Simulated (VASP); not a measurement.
# GaAs in VASP: one cell, several levels of theory

What does VASP give for GaAs built on the zincblende prototype, under +2.0 % biaxial strain in x and y, free along z, the cell held fixed? Runs: PBE, r2SCAN.

Code: VASP 6.6.1. PAW datasets, plane waves. Calculated at 0 K for a non-magnetic cell.

## Step 1: The structure to begin with

The cell comes from an earlier relaxation with r2SCAN in another program, then strained, with the atoms relaxed again.

It is tetragonal, I-4m2 (No. 119); a = 4.087 Å, c = 5.569 Å in the conventional setting, 23.25 Å³ an atom. Near Ga stand 4 As at 2.47 Å; near As stand 4 Ga at 2.47 Å.

The structure in full:

```cif
data_structure
_symmetry_space_group_name_H-M 'I-4m2'
_symmetry_Int_Tables_number 119
_cell_length_a 4.0867
_cell_length_b 4.0867
_cell_length_c 5.5689
_cell_angle_alpha 90.000
_cell_angle_beta 90.000
_cell_angle_gamma 90.000
_cell_volume 93.01
loop_
_atom_site_label
_atom_site_type_symbol
_atom_site_symmetry_multiplicity
_atom_site_Wyckoff_symbol
_atom_site_fract_x
_atom_site_fract_y
_atom_site_fract_z
_atom_site_occupancy
Ga1 Ga 2 a 0.00000 0.00000 0.00000 1
As1 As 2 c 0.00000 0.50000 0.25000 1
```

## Step 2: PBE

INCAR reads:

```
ENCUT = 520.000000
SIGMA = 0.020000
EDIFF = 1.00e-07
GGA = PE
PREC = Accurate
IBRION = -1
ISIF = 2
ISMEAR = -1
NBANDS = 16
NELM = 120
NSW = 0
LASPH = .TRUE.
LCHARG = .TRUE.
LELF = .TRUE.
LWAVE = .FALSE.
LREAL = .FALSE.
```

KPOINTS reads:

```
KPOINTS created by Atomic Simulation Environment
0
Gamma
8 8 8
0 0 0
```

KPOINTS_OPT reads:

```
special points
6
Reciprocal
0.0000000000 0.0000000000 0.0000000000 1
-0.5000000000 -0.5000000000 0.0000000000 1
-0.3750000000 -0.3750000000 0.2500000000 1
-0.3750000000 0.0000000000 0.3750000000 1
0.0000000000 0.0000000000 0.5000000000 1
-0.5000000000 -0.2500000000 0.2500000000 1
```

POSCAR reads:

```
Ga As
 1.0000000000000000
     0.0000000000000000    2.8897467974000000    2.7844347822000000
     2.8897467974000000    0.0000000000000000    2.7844347822000000
     2.8897467974000000    2.8897467974000000    0.0000000000000000
 Ga  As
   1   1
Cartesian
  0.0000000000000000  0.0000000000000000  0.0000000000000000
  1.4448733987000002  1.4448733987000002  1.3922173910999998
```

The run uses the recommended PBE PAW datasets (18 valence electrons a neutral cell).

Command:

```
mpirun -np 1 vasp_std
```

## Step 3: Single point with r2SCAN

INCAR reads:

```
ENCUT = 520.000000
SIGMA = 0.010000
EDIFF = 1.00e-07
ALGO = Normal
METAGGA = R2SCAN
PREC = Accurate
IBRION = -1
ISIF = 2
ISMEAR = 0
NBANDS = 16
NELM = 120
NSW = 0
LASPH = .TRUE.
LCHARG = .FALSE.
LWAVE = .FALSE.
LREAL = .FALSE.
```

KPOINTS is that of step 2.

KPOINTS_OPT is that of step 2.

POSCAR is that of step 2.

**Question.** What will these runs give? Wanted: for each run, gap; pressure.

As calculated:

| level | gap (eV) | pressure (GPa) |
| --- | --- | --- |
| PBE | 0.16 | 1.37 |
| r2SCAN | 0.62 | -1.43 |

In words: The gap runs from 0.16 eV (PBE) to 0.62 eV (r2SCAN). The pressure is highest with PBE (1.4 GPa) and lowest with r2SCAN (-1.4 GPa), which orders the cells that they would relax to.
